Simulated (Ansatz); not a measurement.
# ZrN (Fm-3m): comparison of functionals at one structure from a Python script

How far apart do the functionals lie for ZrN (Fm-3m) at one structure? Wanted for ZrN (Fm-3m): a comparison of functionals at one structure.

The COD entry's cell or inner coordinates are ideal or old and differ from later refinements, so a difference from it is no clean test against experiment.

Program: Ansatz 0.2.0, driven from Python. The levels of theory stand in the script. These are calculated values, not measurements.

### 1 The system

It takes space group Fm-3m (No. 225, cubic). Conventional cell: a = 4.600 Å, b = 4.600 Å, c = 4.600 Å, α = 90.00°, β = 90.00°, γ = 90.00°. Around Zr (site symmetry m-3m) lie 6 N at 2.30 Å. N (site symmetry m-3m) is surrounded by 6 Zr at 2.30 Å.

The script reads zrn.xyz:

```xyz
2
Lattice="0.0 2.3 2.3 2.3 0.0 2.3 2.3 2.3 0.0" Properties=species:S:1:pos:R:3 pbc="T T T"
Zr    2.30000000    2.30000000    2.30000000
N     0.00000000    0.00000000    0.00000000
```

### 2 The code

zrn_xc.py

```python
# -*- coding: utf-8 -*-
"""One structure of ZrN under several functionals."""

from dataclasses import dataclass

import ansatz as az


@dataclass
class RunConfig:
    mesh: tuple[int, ...] = (7, 7, 7)
    filling: str = "Fermi-Dirac"
    width_ev: float = 0.3


opts = RunConfig()

crystal = az.Crystal.from_extxyz("zrn.xyz")

base = (
    crystal.calculation()
    .accuracy("medium")
    .kpoints(*opts.mesh, center="monkhorst-pack")
    .occupations(opts.filling, width=opts.width_ev)  # the run then minimises F = E - TS
    .scf(algorithm="density_mixing")
    .stress()
)

rows = []
for value in ["pbesol", "r2scan", "blyp", "lda"]:
    data = base.functional(value).run(threads=1, pin="off").report
    rows.append((value, data["free_energy_ev"] / len(data["lattice"]["sites"]), data["n_iterations"], sum(data["stress_gpa"][i][i] for i in range(3)) / 3, data["n_kpoints"]))

print("  functional   F/atom (eV)    iterations       P (GPa)      k-points")
for row in rows:
    print(f"{str(row[0]):>12s}  {row[1]:12.5f}  {row[2]:12d}  {row[3]:12.3f}  {row[4]:12d}")
```

### 3 The input behind the calls

The package turns the script's settings into the engine's input (first run):

```yaml
crystal:
  lattice:
    - [0.0, 2.3, 2.3]
    - [2.3, 0.0, 2.3]
    - [2.3, 2.3, 0.0]
  atoms:
    - { symbol: Zr, position: [0.5, 0.5, 0.5] }
    - { symbol: "N", position: [0.0, 0.0, 0.0] }
accuracy: medium
kpoints:
  mp_grid:
    grid: [7, 7, 7]
    shift: [0.0, 0.0, 0.0]
hamiltonian:
  xc: pbesol
scf:
  algorithm: density_mixing
  occupations:
    method: fermi_dirac
    width: 0.3
output:
  stress: true
```

### 4 Running it

On the command line:

```console
> python zrn_xc.py
```

The program printed:

```text
DeckWarning: basis.ecutwfc = 420 eV, auto-derived from the records' recommended cutoffs: set by Zr (normal level)
DeckWarning: basis.ecutwfc = 500 eV, auto-derived from the records' recommended cutoffs: set by Zr (their level for a meta-GGA)
  functional   F/atom (eV)    iterations       P (GPa)      k-points
      pbesol   -2255.52361             6        -7.016            20
      r2scan   -2291.90423             7        -1.474            20
        blyp   -2292.71732             6         8.379            20
         lda   -2227.69256             6       -11.780            20
```

(Warnings from the package without file and line.)

Run time: 7.2 s. Hardware: 1 thread of Intel Xeon Platinum 8259CL at 2.50GHz (Skylake/Cascade Lake), shared host; peak memory 0.43 GiB.

### 5 What changed from run to run

The engine's inputs for the other runs:

Run 2, against run 1:

```diff
@@ -15 +15 @@
-  xc: pbesol
+  xc: r2scan
```

Run 3, against run 1:

```diff
@@ -15 +15 @@
-  xc: pbesol
+  xc: blyp
```

Run 4, against run 1:

```diff
@@ -15 +15 @@
-  xc: pbesol
+  xc: lda
```

### 6 The runs side by side

The 4 runs, in the order started:

```
run  functional  energy (eV/atom)  pressure (GPa)  SCF cycles  CPU time (s)
  1      pbesol        -2255.5236           -7.02           6          0.85
  2      r2scan        -2291.9042           -1.47           7           2.3
  3        blyp        -2292.7173            8.38           6             1
  4         lda        -2227.6926          -11.78           6          0.96
```

Energies are free energies F = E - TS of the smeared occupations. Totals hang on method, basis and potentials, so only like runs compare.

### 7 Outcome

| quantity | value |
| --- | --- |
| runs compared | 4 |
| pressure at this cell | -11.8 (lda) to 8.4 GPa (blyp) |

In words: From lowest to highest: LDA (-11.8 GPa), PBEsol (-7.0 GPa), r2SCAN (-1.5 GPa) and BLYP (8.4 GPa). At a fixed cell a lower pressure usually means a smaller equilibrium volume, so LDA prefers the smallest cell and BLYP the largest. Notes:
- Spin is left out of this run.
- For a metal this k-point mesh is coarse: on a finer one energies can move by several to tens of meV an atom and pressures by half a GPa or more, differences at one mesh by less.
- The smearing is wide enough that free energy and stress hold a thermal part of the electrons.
- Of the deposited cell: the entry's cell lengths or inner coordinates differ somewhat from later room-temperature determinations.
- Pressure is positive in compression.
- Total energies of different functionals can't be compared; pressures, moments and gaps at this one structure can.
